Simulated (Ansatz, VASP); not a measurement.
## Ga2O3: VASP beside Ansatz

Contents of INCAR:

```
SYSTEM = Ga2O3
  PREC = Accurate
  ENCUT = 520
  EDIFF = 1E-6
  ISMEAR = 0
  SIGMA = 0.014
  LREAL = .FALSE.
  LASPH = .TRUE.
  NELM = 80
  ALGO = Fast
  ISIF = 2
  LWAVE = .FALSE.
  LCHARG = .TRUE.
  GGA = PE
  LELF = .TRUE.
  LVHAR = .TRUE.
```

File KPOINTS:

```
regular mesh
0
G
  9 9 5
  0 0 0
```

File POSCAR:

```
Ga2O3
1.0
    6.1070000000     -1.5185500000      0.0000000000
    6.1070000000      1.5185500000      0.0000000000
   -1.3859888959      0.0000000000      5.6300087380
Ga O
4 6
Direct
    0.3413400000      0.3413400000      0.6859800000
    0.6586600000      0.6586600000      0.3140200000
    0.9095000000      0.9095000000      0.2054000000
    0.0905000000      0.0905000000      0.7946000000
    0.5041000000      0.5041000000      0.7434000000
    0.4959000000      0.4959000000      0.2566000000
    0.8267000000      0.8267000000      0.4368000000
    0.1733000000      0.1733000000      0.5632000000
    0.8355000000      0.8355000000      0.8902000000
    0.1645000000      0.1645000000      0.1098000000
```

File input.yaml:

```yaml
crystal:
  lattice:
    - [6.107, -1.51855, 0.0]
    - [6.107, 1.51855, 0.0]
    - [-1.3859888959, 0.0, 5.630008738]
  atoms:
    - { symbol: Ga, position: [0.34134, 0.34134, 0.68598] }
    - { symbol: Ga, position: [0.65866, 0.65866, 0.31402] }
    - { symbol: Ga, position: [0.9095, 0.9095, 0.2054] }
    - { symbol: Ga, position: [0.0905, 0.0905, 0.7946] }
    - { symbol: O, position: [0.5041, 0.5041, 0.7434] }
    - { symbol: O, position: [0.4959, 0.4959, 0.2566] }
    - { symbol: O, position: [0.8267, 0.8267, 0.4368] }
    - { symbol: O, position: [0.1733, 0.1733, 0.5632] }
    - { symbol: O, position: [0.8355, 0.8355, 0.8902] }
    - { symbol: O, position: [0.1645, 0.1645, 0.1098] }
hamiltonian:
  xc: pbe
  pseudopotentials: { kind: paw }
kpoints:
  mp_grid: { grid: [9, 9, 5] }
scf:
  occupations: { method: gaussian, width: 0.014 }
output:
  forces: true
  stress: true
  eigenvalues: true
```

Alike in both runs: task single point; functional PBE; k mesh 9 × 9 × 5; occupations gaussian, width 0.014 eV; no spin polarisation.

```csv
,VASP,Ansatz
version,VASP 6.6.1,Ansatz 0.2.0
potentials or method,"VASP PAW PBE potentials, release 64 (Ga_d, O)",Ansatz PAW
plane-wave cutoff (eV),520,420
valence electrons in the cell,88,88
```

|  | VASP | Ansatz | Ansatz less VASP |
| --- | --- | --- | --- |
| gap on the k mesh at the Fermi level (eV) | 2.42 | 2.44 | +0.015 |
| least direct gap on the mesh (eV) | 2.44 | 2.46 | +0.012 |
| pressure (GPa) | 10.2 | 9.6 | -0.64 |
| largest component of the traceless stress (GPa) | 0.77 | 0.67 | -0.102 |
| rms of the force components (eV/Å) | 0.087 | 0.082 | -0.0051 |

Atom by atom the forces differ by 0.010 eV/Å (rms over components).

Caveats: an odd mesh through Γ misses points on the zone boundary, where band edges often lie (VASP); odd divisions of the mesh miss points on the zone boundary, where band edges often lie, so the gap on the mesh can be too wide (Ansatz); the pressure holds a Pulay correction of +0.8 GPa for the finite cutoff (Ansatz).
